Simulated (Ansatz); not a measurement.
**Rh in Ansatz: the effect of functional**

The system is Rh.

```xyz
1
Lattice="0.0000 1.8851 1.8851 1.8851 0.0000 1.8851 1.8851 1.8851 0.0000" Properties=species:S:1:pos:R:3 pbc="T T T"
Rh    0.0000    0.0000    0.0000
```

The cell isn't the ideal one: volume scaled by 0.98.

Alike in all runs:

| Property | Result |
| --- | --- |
| Program | Ansatz 0.2.0 |
| Task | single point |
| Potentials or basis | Ansatz PAW |
| k mesh | 12 × 12 × 12 |
| Occupations | fermi-dirac, width 0.05 eV |
| Spin | no spin polarisation |

| functional | cutoff | pressure (GPa) |
| --- | --- | --- |
| LDA | 420 eV (not typed: the program's choice for these potentials) | -4.2 |
| r2SCAN | 500 eV (not typed: the program's choice for these potentials) | ? |
| PBE | 420 eV (not typed: the program's choice for these potentials) | 13.5 |

Q: What does the run with functional r2SCAN give?

A: Pressure 6.9 GPa.

Caveats: the PAW data sets come from PBE, with cores solved anew for the run's functional, which leaves a small shift of forces and pressure (some runs).
